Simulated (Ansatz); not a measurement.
**Sn under changes of volume**

One of the cells (33.803 Å³/atom); the others are scaled copies at fixed shape and fractional positions:

```
CELL_PARAMETERS angstrom
0.00000 3.23334 3.23334
3.23334 0.00000 3.23334
3.23334 3.23334 0.00000
ATOMIC_POSITIONS crystal
Sn 0.75000 0.75000 0.75000
Sn 0.50000 0.50000 0.50000
```

This isn't the form of Sn at room conditions, which is tetragonal (white tin).

| Item | Value |
| --- | --- |
| Program | Ansatz 0.2.0 |
| Functional | PBE |
| Potentials or basis | SPMS NC |
| Cutoff | 490 eV (not typed: the program's choice for these potentials) |
| k mesh | 7 × 7 × 7 |
| Occupations | fermi-dirac, width 0.05 eV |
| Spin | no spin polarisation |

| volume (Å³/atom) | energy over the lowest point (meV/atom) | pressure (GPa) |
| --- | --- | --- |
| 31.775 | 103.01 | 7.7 |
| 32.451 | 73.44 | 6.3 |
| 33.127 | ? | ? |
| 33.803 | 30.81 | 3.9 |
| 34.479 | 16.58 | 2.9 |
| 35.155 | 6.52 | 2.0 |
| 35.831 | 0.00 | 1.2 |

Problem. What does the run at 33.127 Å³/atom give?

Solution. Energy over the lowest point 49.59 meV/atom; pressure 5.0 GPa.

Worked out: A Birch-Murnaghan fit of order 3 (a polynomial in V^(-2/3)) to the other rows has no minimum within the range. It gives 49.57 meV/atom at 33.127 Å³/atom, against the run's 49.59, and -dE/dV = 5.0 GPa, against 5.0.

Energies are extrapolated to zero smearing.
